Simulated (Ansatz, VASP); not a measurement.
TaN: VASP beside Ansatz

The input INCAR:

```
SYSTEM = TaN
  PREC = Accurate
  ENCUT = 520
  EDIFF = 1E-6
  ISMEAR = -1
  SIGMA = 0.05
  LREAL = .False.
  LASPH = .True.
  NELM = 100
  ALGO = Normal
  ISIF = 2
  LWAVE = .False.
  LCHARG = .False.
  GGA = PS
  IVDW = 13
  NBANDS = 15
```

File KPOINTS:

```
Automatic mesh
0
Gamma
  11 11 10
  0 0 0
```

POSCAR

```
TaN
1.0
    2.9380000000      0.0000000000      0.0000000000
   -1.4690000000      2.5443826400      0.0000000000
    0.0000000000      0.0000000000      2.8830000000
Ta N
1 1
Direct
    0.3333333300      0.6666666700      0.5000000000
    0.0000000000      0.0000000000      0.0000000000
```

Input for Ansatz:

```yaml
crystal:
  lattice:
    - [2.938, 0.0, 0.0]
    - [-1.469, 2.54438264, 0.0]
    - [0.0, 0.0, 2.883]
  atoms:
    - { symbol: Ta, position: [0.33333333, 0.66666667, 0.5] }
    - { symbol: "N", position: [0.0, 0.0, 0.0] }
basis:
  ecutwfc: 435.382179935808
kpoints:
  mp_grid:
    grid: [11, 11, 10]
hamiltonian:
  xc: pbesol
  dispersion: d4
scf:
  occupations:
    method: fermi_dirac
    width: 0.05
```

Alike in both runs: task single point; functional PBEsol; dispersion D4; k mesh 11 × 11 × 10; occupations fermi-dirac, width 0.05 eV; no spin polarisation.

```csv
,VASP,Ansatz
version,VASP 6.6.1,Ansatz 0.2.0
potentials or method,"VASP PAW PBE potentials, release 64 (Ta_pv, N)","plane waves, PAW"
plane-wave cutoff (eV),520,435
valence electrons in the cell,16,18
```

|  | VASP | Ansatz | Ansatz less VASP |
| --- | --- | --- | --- |
| dispersion energy (meV/atom) | -178.7 | -178.8 | -0.09 |

The two sets of potentials don't hold the same shells in valence.

 The runs have no spin-orbit coupling, so splittings on Ta are missing.
